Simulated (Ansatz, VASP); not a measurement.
**One calculation of TaN, two programs**

```
CELL_PARAMETERS angstrom
2.80703 0.00000 0.00000
-1.40351 2.43096 0.00000
0.00000 0.00000 2.98556
ATOMIC_POSITIONS crystal
Ta 0.33333 0.66667 0.50000
N 0.00000 0.00000 0.00000
```

Change from the starting cell: strain -0.040 along x and y, +0.040 along z, atoms carried along.

Alike in both runs: task single point; functional PBEsol; k mesh 24 × 24 × 20; occupations gaussian, width 0.15 eV; no spin polarisation.

|  | VASP | Ansatz |
| --- | --- | --- |
| version | VASP 6.6.1 | Ansatz 0.2.0 |
| potentials or method | VASP PAW PBE potentials, release 64 (Ta_pv, N) | scalar-relativistic, plane waves, PAW |
| plane-wave cutoff (eV) | 520 | 420 |
| valence electrons in the cell | 16 | 18 |

Ansatz gave:

* gap on the k mesh at the Fermi level (eV): none
* pressure (GPa): 15.7
* largest component of the traceless stress (GPa): 35.83

Task: Which values does VASP return?

Result: gap on the k mesh at the Fermi level (eV): none; pressure (GPa): 16.7; largest component of the traceless stress (GPa): 35.71.

A gap of «none» marks a metal or a gap that the smearing closes. The two sets of potentials don't hold the same shells in valence.

Caveats: so large a pressure means that the cell lies far from this level's equilibrium, or that cutoff or potentials fall short (VASP); the potentials were made for another functional, which shifts forces and pressure (VASP). Spin-orbit coupling is left out, which matters for the levels of Ta.
